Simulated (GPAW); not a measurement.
Wanted: an ASE script for a GPAW 26.7.0 run.

```yaml
Task: equation of state
Functional: PBEsol
Potentials_or_basis: PAW data sets generated in the run's folder for this functional
Cutoff: 600 eV
Basis: pw
k_mesh: 12 × 12 × 12
Occupations: fermi-dirac, width 0.05 eV
Spin: no spin polarisation
Maxiter: 150
Eos_scales: "[0.94, 0.96, 0.98, 1.0, 1.02, 1.04, 1.06]"
```

Mo:

```
Mo
1.0
    -1.58381    1.58381    1.58381
     1.58381   -1.58381    1.58381
     1.58381    1.58381   -1.58381
Mo
1
Direct
  0.00000 0.00000 0.00000
```

The input as run:

run.py

```python
from ase import Atoms
from ase.eos import EquationOfState
from ase.io import Trajectory
from ase.units import GPa
from gpaw import GPAW, PW, setup_paths

setup_paths.insert(0, '.')

atoms = Atoms(['Mo'],
              cell=[[-1.5838089719, 1.5838089719, 1.5838089719],
                    [1.5838089719, -1.5838089719, 1.5838089719],
                    [1.5838089719, 1.5838089719, -1.5838089719]],
              scaled_positions=[[0.0, 0.0, 0.0]],
              pbc=True)

traj = Trajectory('eos.traj', 'w')
volumes, energies = [], []
for x in [0.94, 0.96, 0.98, 1.0, 1.02, 1.04, 1.06]:
    a = atoms.copy()
    a.set_cell(atoms.cell * x**(1 / 3), scale_atoms=True)
    calc = GPAW(mode=PW(600),
                xc='PBEsol',
                kpts={'size': (12, 12, 12), 'gamma': True},
                occupations={'name': 'fermi-dirac', 'width': 0.05},
                nbands=16,
                convergence={'density': 1e-05, 'energy': 1e-05},
                maxiter=150,
                txt=f'eos-{x:.2f}.txt')
    a.calc = calc
    energies.append(a.get_potential_energy(force_consistent=True))
    volumes.append(a.get_volume())
    p = -a.get_stress()[:3].mean() / GPa
    calc.write(f'eos-{x:.2f}.gpw')
    traj.write(a)
    print(f'{x:.2f} {volumes[-1]:10.4f} A^3 {energies[-1]:14.6f} eV {p:9.3f} GPa', flush=True)

v0, e0, B = EquationOfState(volumes, energies, eos='birchmurnaghan').fit()
print(f'V0 = {v0:.4f} A^3, E0 = {e0:.6f} eV, B0 = {B / GPa:.2f} GPa')
```

Potentials or basis: PAW data sets generated in the run's folder for this functional, pw.

Command:

```sh
$ gpaw-setup -f PBEsol Mo
$ OMP_NUM_THREADS=1 python run.py
```

It gave:

```json
{"Equilibrium volume": "15.30 Å³/atom", "Bulk modulus": "281 GPa", "Pressure derivative of the bulk modulus": "4.3"}
```

It took 70 s on 1 thread of Arm Neoverse V1 (shared host), peak memory 0.19 GiB.
